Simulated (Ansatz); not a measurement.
# BaTiO3 (Barioperovskite): the cost of one run

Computed with the Python package of Ansatz 0.2.0. Level of theory: DFT PBEsol, plane waves, PAW.

**1. The structure**

It takes space group Amm2 (No. 38, orthorhombic). Conventional cell: a = 3.986 Å, b = 5.674 Å, c = 5.690 Å, α = 90.00°, β = 90.00°, γ = 90.00°. Around Ba (site symmetry mm2) lie 12 O at 2.77 to 2.92 Å. Ti (site symmetry mm2) is surrounded by 6 O at 1.93 to 2.09 Å. Around O (site symmetry mm2) lie 2 Ti at 2.00 Å and 4 Ba at 2.77 to 2.92 Å. Around O (site symmetry m) lie 2 Ti at 1.93 to 2.09 Å.

The script holds or builds the structure itself.

**2. The code**

batio3.py reads:

```python
import warnings

import ansatz as az
import matplotlib.pyplot as plt
import numpy as np

vectors0 = np.array([
    [3.9855, 0.0, 0.0],
    [0.0, 2.8369, 2.84515],
    [0.0, -2.8369, 2.84515],
])
sites = [
    ('Ba', [0.0, 0.0, 0.0]),
    ('Ti', [0.5, 0.5124, 0.5124]),
    ('O', [0.0, 0.4874, 0.4874]),
    ('O', [0.5, 0.50524, 0.99184]),
    ('O', [0.5, 0.99184, 0.50524]),
]


def make_crystal(cell):
    crystal = az.Crystal(lattice=az.Lattice.of(cell))
    for symbol, position in sites:
        crystal = crystal.atom(symbol, position)
    return crystal

warnings.simplefilter('ignore', az.DeckWarning)

values = np.linspace(-0.01, 0.01, 5)
energies = []
for d in values:
    strain = np.diag([d, d, (1 + d) ** -2 - 1])
    cell = vectors0 @ (np.eye(3) + strain)
    calculation = (
        make_crystal(cell).calculation()
        .functional('pbesol')
        .occupations('gaussian', width=0.02)
        .basis(520)
        .kpoints(6, 6, 6)
        .stress()
    )
    r = calculation.run(threads=1, backend='cpu').report
    energies.append(r['free_energy_ev'] / len(sites))
    s = r['stress_gpa']
    print(f'd = {d:+.4f}  stress xx yy zz xy (GPa, compression positive): {s[0][0]:8.3f} {s[1][1]:8.3f} {s[2][2]:8.3f} {s[0][1]:8.3f}')
energies = np.array(energies)

for value, e in zip(values, energies):
    print(f'strain {value:7.3f}   E - Emin = {1000 * (e - energies.min()):9.3f} meV/atom')
plt.figure(figsize=(4.5, 3))
plt.plot(values, 1000 * (energies - energies.min()), 'o-')
plt.xlabel('strain')
plt.ylabel('meV/atom')
plt.tight_layout()
plt.savefig('strain.png', dpi=100)
curvature = 2 * np.polyfit(values, energies, 3)[1]
volume = abs(np.linalg.det(vectors0)) / len(sites)
print(f'd2E/dd2 over the volume: {curvature / volume * 160.21766:.1f} GPa')
```

**3. Launch**

Launch:

```bash
$ python batio3.py
```

Q: Estimate wall time and peak memory on 1 thread of Arm Neoverse N1, shared host.

About 81 s, with a peak of 0.48 GiB.
